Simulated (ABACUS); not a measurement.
# Bi2Se3 (Paraguanajuatite): equation of state with PBEsol

Bi2Se3 (Paraguanajuatite):

```xyz
5
Lattice="2.0715 1.1960 9.5453 -2.0715 1.1960 9.5453 0.0000 -2.3920 9.5453" Properties=species:S:1:pos:R:3 pbc="T T T"
Bi    0.0000    0.0000   17.1587
Bi    0.0000    0.0000   11.4773
Se    0.0000    0.0000   22.5738
Se    0.0000    0.0000    6.0622
Se    0.0000    0.0000    0.0000
```

```yaml
Program: ABACUS 3.10.1
Task: equation of state
Functional: PBEsol
Potentials_or_basis: PseudoDojo NC SR 0.4.1 PBE standard
Cutoff: 1361 eV
Density_cutoff: 5442 eV
Basis: DZP LCAO (the cutoffs set its grid)
k_mesh: 6 × 6 × 6
Occupations: fermi-dirac, width 0.05 eV
Spin: no spin polarisation
```

```
Equilibrium volume                        : 28.85 Å³/atom
Bulk modulus at fixed shape and positions : 62 GPa
Pressure derivative of the bulk modulus   : 4.5 (rough: it moves with the points fitted)
```

Energy against volume, from the lowest point:
| volume (Å³/atom) | energy (meV/atom) |
| --- | --- |
| 26.675 | 36.33 |
| 27.810 | 7.62 |
| 28.946 | 0.00 |
| 30.081 | 9.33 |

All runs of the series together: 2.4 min on 4 threads of AMD EPYC 7R43 64-Core Processor (Zen 3), with other jobs on the host.

Caveat: the atomic orbitals were generated for these runs and aren't a published set; the cell was scaled at fixed shape and fractional positions, which overstates the stiffness of a crystal with free parameters, most of all of layers and chains; the potentials were made for another functional, which shifts forces and pressure; the basis of atomic orbitals isn't converged, which shifts pressures, moduli and gaps.
